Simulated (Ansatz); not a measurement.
# 1T-SnSeTe monolayer in a perpendicular field

What dipole does a perpendicular field induce in the 1T-SnSeTe monolayer? A positive field points along +c.

Method: plane-wave DFT, PBE-D3(BJ), Ansatz PAW, in Ansatz 0.2.0.

### Step 1. The starting structure

The cell holds 3 atoms: 1 Te, 1 Sn and 1 Se. Cell: a = 3.827 Å, b = 3.827 Å, c = 36.171 Å, α = 90.0°, β = 90.0°, γ = 120.0°. Vacuum lies along c.

Coordinates:

```cif
data_structure
_symmetry_space_group_name_H-M 'P 1'
_symmetry_Int_Tables_number 1
_cell_length_a 3.8273
_cell_length_b 3.8273
_cell_length_c 36.1706
_cell_angle_alpha 90.000
_cell_angle_beta 90.000
_cell_angle_gamma 120.000
_cell_volume 458.84
loop_
_atom_site_label
_atom_site_type_symbol
_atom_site_fract_x
_atom_site_fract_y
_atom_site_fract_z
_atom_site_occupancy
Te1 Te 0.66667 0.33333 0.46447 1
Sn2 Sn 0.00000 0.00000 0.50496 1
Se3 Se 0.33333 0.66667 0.53553 1
```

### Step 2. Relaxation

The starting cell is a guess, so the in-plane lattice and the atoms are relaxed first, with the slab cut off from its images along the normal.

Contents of input.yaml:

```yaml
crystal:
  lattice:
    - [3.8272765, 0.0, 0.0]
    - [-1.91363825, 3.3145186763, 0.0]
    - [0.0, 0.0, 36.1705878243]
  atoms:
    - { symbol: Te, position: [0.6666666667, 0.3333333333, 0.4644657721] }
    - { symbol: Sn, position: [0.0, 0.0, 0.5049578579] }
    - { symbol: Se, position: [0.3333333333, 0.6666666667, 0.5355342279] }
  periodic: [true, true, false]
kpoints:
  mp_grid: { grid: [12, 12, 1] }
hamiltonian:
  xc: pbe
  dispersion: d3bj
scf:
  occupations: { method: fermi_dirac, width: 0.05 }
  convergence: { dr2_threshold: 1.0e-09 }
relax:
  f_tol: 0.004
  max_steps: 90
  cell: {}
output:
  write_potential: true
  write_density: true
  volumetric_format: npy
```

Run with:

```sh
$ ansatz run input.yaml --threads 2 --pin off --max-ram 3072MiB --backend cpu --events-out ev --progress --plain --runs-dir out
```

Numbers of over 12 decimals in the logs are rounded to 6 here.

The program printed:

```text
Warning: relax.cell: scf.convergence.dr2_threshold = 1e-9 eV is looser than the 1.89849772781e-10 eV advised for a relaxation that steers and ends on the stress (1e-10 eV for each atom of the cell: 3, times the square of relax.cell.stress_2d_tol = 0.05 N/m over 12.6 Å (the atoms' height at the walk's start and 5 Å past either face), 3.978e-2 GPa, over a crystal's default 0.05). What an SCF threshold leaves in a stress goes as its square root, and in the free energy as the threshold itself, and one threshold admits the most on a small cell: [figures from the program's tests cut] Set scf.convergence.dr2_threshold to 1.89849772781e-10 eV or tighter. [rest of the remark cut]
Engine: ansatz 0.2.0, aarch64-unknown-linux-gnu
Pseudopotentials: kind: paw
Pseudopotential: Te, paw, valence charge 16, recommended cutoff 420 eV (normal), Te.paw.azcp
Pseudopotential: Sn, paw, valence charge 14, recommended cutoff 420 eV (normal), Sn.paw.azcp
Pseudopotential: Se, paw, valence charge 16, recommended cutoff 420 eV (normal), Se.paw.azcp
Functional definition: PBE
  parameter kappa = 0.804
  parameter beta = 0.066725
  exchange = pbe_x(kappa = kappa, mu = beta*pi^2/3)
  correlation = pbe_c(beta = beta)
Crystal: 3 atoms, lattice volume = 458.845 Å³
Basis set: ecut = 420 eV, 8941 PW (Γ), exchange–correlation on 54×54×486 points (8 copies of the dense FFT grid, shifted against one another)
Bands: 28, of which v1, the nominal top of the filled ones, is band 23 counted from 1 (22 counted from 0)
Symmetry: 6 space group operations
Space group: P3m1 (ITA 156), of the structure as read, at distance tolerance 7.7e-5 Å
k-points: 19 of 144 (time reversal used)
Non-local potential: Te, projectors of the file, l = 0: 2, l = 1: 2, l = 2: 2, l = 3: 2
Non-local potential: Sn, projectors of the file, l = 0: 2, l = 1: 2, l = 2: 2, l = 3: 2
Non-local potential: Se, projectors of the file, l = 0: 2, l = 1: 2, l = 2: 3, l = 3: 1
PAW form: soft (Blöchl's): semilocal exchange-correlation on the pseudo side does not see the compensation charge
PAW one-centre angular grid: Te, 590 points (default); XC on 64 Gauss nodes
PAW one-centre angular grid: Sn, 590 points (default); XC on 64 Gauss nodes
PAW one-centre angular grid: Se, 590 points (default); XC on 64 Gauss nodes
Initial density: superposition of atomic densities (neutral atoms: chi_scale 0, normalization atom), corrected by the library's trained network
Initial wavefunctions: pseudopotential atomic-orbital guess
Functional: x = pbe(κ = 0.804, μ = 0.219515), c = pbe(β = 0.066725)
SCF iter   1: F=—  HF=-18472.236648 eV  |F-HF|=—  |Δ(HF+E_count)|=         —  Δρ=1.23e-3  dr2=1.15e-2  ethr=1.77e-3  ⟨swp⟩=17.6  Hψ=4358  notcnv=0
preconditioner: auto → Resta (q_TF=auto, 1.860 Å⁻¹)  ε∞=1.5  [insulator: Δε(μ)=0.757 eV  Ē_g=10.301 eV  σ=0.050 eV  W_gap=1.00  n_scr=20 (ndim 8)  ℏωp=6.9 eV  f_vac=0.815  D(μ)=0.00/eV (n_scr^D=0)  ε∞_Penn≈1.5  vacuum switching on, ρ_ref=7.7e-3 e/Å³]
SCF iter   2: F=—  HF=-18472.238745 eV  |F-HF|=—  |Δ(HF+E_count)|=   2.10e-3  Δρ=7.64e-4  dr2=2.10e-2  ethr=2.50e-5  ⟨swp⟩=4.4  Hψ=1580  notcnv=0  defer=10
SCF iter   3: F=—  HF=-18472.237499 eV  |F-HF|=—  |Δ(HF+E_count)|=   1.25e-3  Δρ=5.19e-4  dr2=7.16e-3  ethr=2.50e-5  ⟨swp⟩=4.7  Hψ=1151  notcnv=0  defer=10
SCF iter   4: F=—  HF=-18472.237360 eV  |F-HF|=—  |Δ(HF+E_count)|=   1.39e-4  Δρ=2.29e-4  dr2=1.03e-3  ethr=1.56e-5  ⟨swp⟩=3.2  Hψ=736  notcnv=0  defer=10
SCF iter   5: F=—  HF=-18472.237379 eV  |F-HF|=—  |Δ(HF+E_count)|=   1.90e-5  Δρ=8.08e-5  dr2=1.34e-4  ethr=2.24e-6  ⟨swp⟩=2.6  Hψ=853  notcnv=0  defer=10
SCF iter   6: F=—  HF=-18472.237392 eV  |F-HF|=—  |Δ(HF+E_count)|=   1.29e-5  Δρ=2.72e-5  dr2=4.17e-6  ethr=2.91e-7  ⟨swp⟩=2.9  Hψ=897  notcnv=0  defer=10
SCF iter   7: F=—  HF=-18472.237440 eV  |F-HF|=—  |Δ(HF+E_count)|=   4.79e-5  Δρ=7.43e-6  dr2=3.56e-7  ethr=9.06e-9  ⟨swp⟩=3.9  Hψ=1163  notcnv=0  defer=10
SCF iter   8: F=—  HF=-18472.237440 eV  |F-HF|=—  |Δ(HF+E_count)|=   1.44e-7  Δρ=2.09e-6  dr2=1.64e-8  ethr=7.75e-10  ⟨swp⟩=3.0  Hψ=989  notcnv=0  defer=10
SCF iter   9: F=—  HF=-18472.237440 eV  |F-HF|=—  |Δ(HF+E_count)|=   7.00e-8  Δρ=5.56e-7  dr2=1.49e-9  ethr=3.56e-11  ⟨swp⟩=3.7  Hψ=1194  notcnv=0  defer=10
SCF iter  10: F=-18472.237440 eV  HF=-18472.237440 eV  |F-HF|=2.91e-11  |Δ(HF+E_count)|=   1.08e-8  Δρ=1.26e-7  dr2=1.13e-10  ethr=2.17e-12  ⟨swp⟩=12.5  Hψ=3892  notcnv=0
SCF 1 converged in 10 iterations: F = -18472.237440 eV  dr2 = 1.13e-10
  greatest PAW one-centre occupation: 1.000 electrons in one spin orbital (limit 2), on the Se atom at site 2 (counted from 0), in its partial waves of l = 2
relax step   1: F+E_penalty+E_count = -18472.23743985 eV  Δ(F+E_penalty+E_count) = +0.000e0 eV  max|allowed force component| = 5.367e0 eV/Å  Δτ_max = 0.0000 Å  P = +17.581 N/m  Ω = 458.845 Å³  fix = [c, alpha, beta]  reactions: c +0.000 N/m  (10 SCF iters, accepted)
Crystal: 3 atoms, lattice volume = 466.539 Å³
Basis set: ecut = 420 eV, 9181 PW (Γ), exchange–correlation on 54×54×486 points (8 copies of the dense FFT grid, shifted against one another)
Initial density: handed on by an earlier stage of this run
Initial wavefunctions: those handed on with the density
iter 1 solved again at ethr=1.54e-4 eV; its pass at ethr=3.10e-3 eV (dr2=7.09e-2 eV) is discarded
SCF iter   1: F=—  HF=-18473.921327 eV  |F-HF|=—  |Δ(HF+E_count)|=         —  Δρ=3.73e-3  dr2=6.95e-2  ethr=1.54e-4  ⟨swp⟩=3.1  Hψ=4162  notcnv=0
preconditioner: auto → LDOS  [insulator: Δε(μ)=0.122 eV  Ē_g=9.694 eV  σ=0.050 eV  W_gap=0.50  n_scr=20 (ndim 8)  ℏωp=6.9 eV  f_vac=0.805  D(μ)=0.54/eV (n_scr^D=4)  ε∞_Penn≈1.5  β→1.0]
SCF iter   2: F=—  HF=-18473.918219 eV  |F-HF|=—  |Δ(HF+E_count)|=   3.11e-3  Δρ=1.58e-3  dr2=4.81e-2  ethr=1.51e-4  ⟨swp⟩=4.4  Hψ=1310  notcnv=0
SCF iter   3: F=—  HF=-18473.907879 eV  |F-HF|=—  |Δ(HF+E_count)|=   1.03e-2  Δρ=5.88e-4  dr2=5.16e-3  ethr=1.04e-4  ⟨swp⟩=4.5  Hψ=1222  notcnv=0
SCF iter   4: F=—  HF=-18473.906939 eV  |F-HF|=—  |Δ(HF+E_count)|=   9.40e-4  Δρ=1.31e-4  dr2=9.76e-5  ethr=1.12e-5  ⟨swp⟩=2.6  Hψ=986  notcnv=0  defer=1
SCF iter   5: F=—  HF=-18473.906969 eV  |F-HF|=—  |Δ(HF+E_count)|=   3.05e-5  Δρ=3.47e-5  dr2=1.80e-5  ethr=2.12e-7  ⟨swp⟩=3.2  Hψ=1135  notcnv=0  defer=1
SCF iter   6: F=—  HF=-18473.906968 eV  |F-HF|=—  |Δ(HF+E_count)|=   1.10e-6  Δρ=1.19e-5  dr2=6.68e-7  ethr=3.90e-8  ⟨swp⟩=3.0  Hψ=1122  notcnv=0  defer=1
SCF iter   7: F=—  HF=-18473.907033 eV  |F-HF|=—  |Δ(HF+E_count)|=   6.43e-5  Δρ=3.79e-6  dr2=1.55e-7  ethr=1.45e-9  ⟨swp⟩=3.2  Hψ=1141  notcnv=0  defer=1
[...]
SCF 3 converged in 9 iterations: F = -18474.508888 eV  dr2 = 4.59e-10
relax step   3: F+E_penalty+E_count = -18474.50888752 eV  Δ(F+E_penalty+E_count) = -6.019e-1 eV  max|allowed force component| = 7.502e-1 eV/Å  Δτ_max = 0.1948 Å  P = +2.781 N/m  Ω = 466.535 Å³  energy of the carried Pulay correction = -4.956e-4 eV  fix = [c, alpha, beta]  reactions: c +0.000 N/m  (9 SCF iters, accepted)
[...]
relax step   4: F+E_penalty+E_count = -18474.53117260 eV  Δ(F+E_penalty+E_count) = -2.229e-2 eV  max|allowed force component| = 5.749e-1 eV/Å  Δτ_max = 0.1747 Å  P = +0.034 N/m  Ω = 471.371 Å³  energy of the carried Pulay correction = -8.031e-4 eV  fix = [c, alpha, beta]  reactions: c +0.000 N/m  (9 SCF iters, accepted)
[...]
relax step   5: F+E_penalty+E_count = -18474.57973454 eV  Δ(F+E_penalty+E_count) = -4.856e-2 eV  max|allowed force component| = 2.670e-1 eV/Å  Δτ_max = 0.0864 Å  P = +0.296 N/m  Ω = 478.465 Å³  energy of the carried Pulay correction = -1.248e-3 eV  fix = [c, alpha, beta]  reactions: c +0.000 N/m  (8 SCF iters, accepted)
[...]
relax step   6: F+E_penalty+E_count = -18474.58490028 eV  Δ(F+E_penalty+E_count) = -5.166e-3 eV  max|allowed force component| = 1.033e-1 eV/Å  Δτ_max = 0.0441 Å  P = +0.235 N/m  Ω = 484.425 Å³  energy of the carried Pulay correction = -1.617e-3 eV  fix = [c, alpha, beta]  reactions: c +0.000 N/m  (8 SCF iters, accepted)
[...]
relax step   7: F+E_penalty+E_count = -18474.58606986 eV  Δ(F+E_penalty+E_count) = -1.170e-3 eV  max|allowed force component| = 2.397e-2 eV/Å  Δτ_max = 0.0119 Å  P = +0.066 N/m  Ω = 484.646 Å³  energy of the carried Pulay correction = -1.631e-3 eV  fix = [c, alpha, beta]  reactions: c +0.000 N/m  (7 SCF iters, accepted)
[...]
relax step   8: F+E_penalty+E_count = -18474.58609528 eV  Δ(F+E_penalty+E_count) = -2.543e-5 eV  max|allowed force component| = 4.089e-3 eV/Å  Δτ_max = 0.0018 Å  P = +0.003 N/m  Ω = 485.207 Å³  energy of the carried Pulay correction = -1.665e-3 eV  fix = [c, alpha, beta]  reactions: c +0.000 N/m  (6 SCF iters, accepted)
[...]
relax step   9: F+E_penalty+E_count = -18474.58609011 eV  Δ(F+E_penalty+E_count) = +5.168e-6 eV  max|allowed force component| = 1.914e-3 eV/Å  Δτ_max = 0.0005 Å  P = -0.002 N/m  Ω = 485.304 Å³  energy of the carried Pulay correction = -1.671e-3 eV  fix = [c, alpha, beta]  reactions: c -0.000 N/m  (4 SCF iters, accepted)
Initial wavefunctions: pseudopotential atomic-orbital guess (no wavefunctions were taken with the density)
iter 1 solved again at ethr=3.92e-6 eV; its pass at ethr=3.10e-3 eV (dr2=1.80e-3 eV) is discarded
SCF iter   1: F=—  HF=-18474.576461 eV  |F-HF|=—  |Δ(HF+E_count)|=         —  Δρ=2.28e-4  dr2=6.92e-6  ethr=3.92e-6  ⟨swp⟩=4.8  Hψ=5559  notcnv=0
eigensolver tolerance schedule: the retry pair's looser diagonalisation over-reported the residual by 259.77 of it (diagonalisation noise at 0.49 of the residual, at the tolerance the schedule requests for it); recorded, not acted on — ethr = c·dr2/N_el stays at c = 1.0e-1
preconditioner: auto → LDOS  [insulator: Δε(μ)=0.124 eV  Ē_g=8.902 eV  σ=0.050 eV  W_gap=0.55  n_scr=20 (ndim 8)  ℏωp=6.7 eV  f_vac=0.794  D(μ)=1.04/eV (n_scr^D=6)  ε∞_Penn≈1.6  β→1.0]
SCF iter   2: F=—  HF=-18474.587055 eV  |F-HF|=—  |Δ(HF+E_count)|=   1.06e-2  Δρ=9.80e-6  dr2=2.20e-6  ethr=1.50e-8  ⟨swp⟩=4.9  Hψ=1522  notcnv=0
SCF iter   3: F=—  HF=-18474.587087 eV  |F-HF|=—  |Δ(HF+E_count)|=   3.18e-5  Δρ=6.86e-6  dr2=3.21e-7  ethr=4.78e-9  ⟨swp⟩=3.2  Hψ=1111  notcnv=0
SCF iter   4: F=—  HF=-18474.587115 eV  |F-HF|=—  |Δ(HF+E_count)|=   2.78e-5  Δρ=2.61e-6  dr2=7.95e-8  ethr=6.99e-10  ⟨swp⟩=2.9  Hψ=1058  notcnv=0
SCF iter   5: F=—  HF=-18474.587116 eV  |F-HF|=—  |Δ(HF+E_count)|=   1.39e-6  Δρ=8.28e-7  dr2=2.87e-9  ethr=1.73e-10  ⟨swp⟩=3.5  Hψ=1008  notcnv=0
SCF iter   6: F=-18474.587117 eV  HF=-18474.587117 eV  |F-HF|=5.76e-8  |Δ(HF+E_count)|=   5.97e-7  Δρ=1.63e-7  dr2=4.59e-10  ethr=2.17e-12  ⟨swp⟩=17.3  Hψ=4379  notcnv=0
SCF 10 converged in 6 iterations: F = -18474.587117 eV  dr2 = 4.59e-10
relax step  10: F+E_penalty+E_count = -18474.58711693 eV  Δ(F+E_penalty+E_count) = -1.027e-3 eV  max|allowed force component| = 1.729e-3 eV/Å  Δτ_max = 0.0000 Å  P = -0.018 N/m  Ω = 485.304 Å³  fix = [c, alpha, beta]  reactions: c -0.000 N/m  stress off target by 1.81e-2 N/m on what of the cell is left free  SCF on the basis re-selected at this cell (its energy is not comparable with the rows above)  (6 SCF iters)
basis re-selected at this cell: Δ(F+E_penalty+E_count) = -1.027e-3 eV, ΔP = -0.016 N/m vs the last step (what re-selecting the basis moved, of the pressure what is left beyond the Pulay correction that the steps carried, after the strain that the cell walked since its last selection, with what the two solves' SCF thresholds leave and, on support functions, any second-order correction that the steps lacked; it is no m [...]
WARN: The input density's exchange-correlation potential varies sharply where the density is thin. Do not read a vacuum level from v_tot or v_xc, or from such a field of the output density. On a cell that repeats whose density bears no net charge and no dipole along the vacuum's axis use v_es (v_loc + v_h of the components); under efield.dipole_correction with no amplitude use v_es + v_field, which holds any external [...]
SCF converged after 6 iterations
Free energy (F): -18474.587117 eV
Harris-Foulkes:  -18474.587117 eV  (|F-HF|=5.76e-8)
Internal energy: -18474.578204 eV  (E = F + TS)
E sigma→0 (E₀):  -18474.582661 eV
Entropy (-TS):   -0.008913 eV (-2.971 meV/atom)
Fermi energy:    -5.109078 eV
--- Per-component energies (eV) ---
  E_band       = -1373.892178
  E_kinetic    = 485.319275
  E_local      = -108850.295307  (includes V_loc(G=0)·N_el)
  E_nonlocal   = -937.047215
  E_hartree    = 54373.346620
  E_xc         = -609.333311
  E_vxc        = -296.333086  (∫ρ·V_xc dr)
  E_paw        = -10713.734715  (= ΣΔE_a)
  E_vpaw       = -522.225619  (= ΣTr[D̂ρ^β])
  E_aug_tail   = -0.000793  (compensation charges beyond the density's cutoff)
  E_ewald      = 47777.986968
  E_disp       = -0.819727  (pairwise vdW)
  E_smearing   = -0.008913  (= −TS)
  E_closure    = -0.000000  (closes the sum)
  Σ components = -18474.587117   (vs F -18474.587117, Δ=0.00e0)
--- Forces (eV/Å), atoms counted from 1 ---
  atom   1  Te    -0.00000000     0.00000000     0.00097004
  atom   2  Sn     0.00000000     0.00000000    -0.00172947
  atom   3  Se     0.00000000     0.00000000     0.00075848
  max |Σ_I F_I| component: 9.55e-7 eV/Å
--- 2D stress c σ (N/m, compression-positive) ---
       -0.018129       0.000000       0.000000
        0.000000      -0.018129       0.000000
        0.000000       0.000000      -0.000000
  P = ½ c Tr σ = -0.0181 N/m
--- Band table (eV; the first three rows and the last of 19) ---
  k-point 0: bands = [... 19 lower, -6.3140, -6.3140, -4.9860, -4.9860, -4.3938, -2.3000, -1.4893, -1.4893, ... 1 higher]
  k-point 1: bands = [... 19 lower, -6.8284, -6.4491, -5.5582, -5.0402, -3.9935, -2.0120, -1.5145, -1.3343, ... 1 higher]
  k-point 2: bands = [... 19 lower, -6.8992, -6.7715, -6.4571, -5.1896, -3.7519, -2.1030, -0.9858, -0.8599, ... 1 higher]
  k-point 18: bands = [... 19 lower, -9.0474, -8.8746, -6.7021, -6.4065, -4.4326, -1.3018, -0.7857, 0.0315, ... 1 higher]
  the weakly bound empty levels are not read free of the cell's end (no_gap_told)
--- Relaxed structure (9 steps of the walk, 9 accepted, 1 SCFs on fresh bases) ---
  F+E_penalty+E_count = -18474.58711693 eV   max|allowed force component| = 1.729e-3 eV/Å   (the final SCF, on the basis selected at the relaxed cell)
  cell:  # Å, volume = 485.3044 Å³
    - [3.936081, 4.026565759713031e-18, 0]
    - [-1.968040, 3.408746, 0]
    - [0, 0, 36.1705878243]
  atoms:
    - { symbol: Te, position: [0.666667, 0.333333, 0.452998] }
    - { symbol: Sn, position: [-2.1525610398521846e-19, 0, 0.504342] }
    - { symbol: Se, position: [0.333333, 0.666667, 0.547618] }
```

Wall time 1.7 min (2 threads of Arm Neoverse V2, shared host); peak memory 0.76 GiB; 3.4 min of CPU time.

Step by step:

```csv
step,energy less that of the first step (eV),largest force component (eV/Å),volume (Å³)
1,0.0000,5.3673,458.84
2,-1.6696,3.0782,466.54
3,-2.2714,0.7502,466.53
4,-2.2937,0.5749,471.37
5,-2.3423,0.2670,478.46
6,-2.3475,0.1033,484.42
7,-2.3486,0.0240,484.65
8,-2.3487,0.0041,485.21
9,-2.3486,0.0019,485.30
10*,-2.3497,0.0017,485.30
```

Relaxation steps marked * repeat the geometry before them on a plane-wave basis chosen anew for their cell, so energy and pressure can jump there.

The run keeps the 6 symmetry operations that it works with, so distortions that break them were not tested.

```csv
cell as run,before,after,change
a (Å),3.827,3.936,+2.8 %
b (Å),3.827,3.936,+2.8 %
```

The atoms that moved most (Å, along periodic axes as changes of fractional coordinates times the final cell, across vacuum about the mean position):

```csv
atom,dx,dy,dz,length
Se3,0.000,0.000,0.437,0.437
Te1,0.000,0.000,-0.415,0.415
Sn2,0.000,0.000,-0.022,0.022
```

The relaxed structure:

```xyz
3
Lattice="3.9361 0.0000 0.0000 -1.9680 3.4087 0.0000 0.0000 0.0000 36.1706" Properties=species:S:1:pos:R:3
Te    1.9680    1.1362   16.3852
Sn    0.0000    0.0000   18.2424
Se    0.0000    2.2725   19.8076
```

Numbers from this step:

| Item | Value |
| --- | --- |
| energy at zero smearing | -18474.5827 eV |

The lattice constant a goes from 3.827 to 3.936 Å.

(Continued in part 2 of 2.)

[Logs are printed without paths, hosts, clocks, repeated set-up lines and the standing remarks that a program may print on its own settings, such as how far it seeks lower states.]

[Hosts, paths, dates, database ids (printed as entryN), source tags and the programs' standing remarks are cut or masked in the printed files.]

[Maps of the electrostatic potential energy from Ansatz leave out the sawtooth potential of an applied field or a dipole correction, so their vacuum need not be flat; planar profiles and work functions include it.]
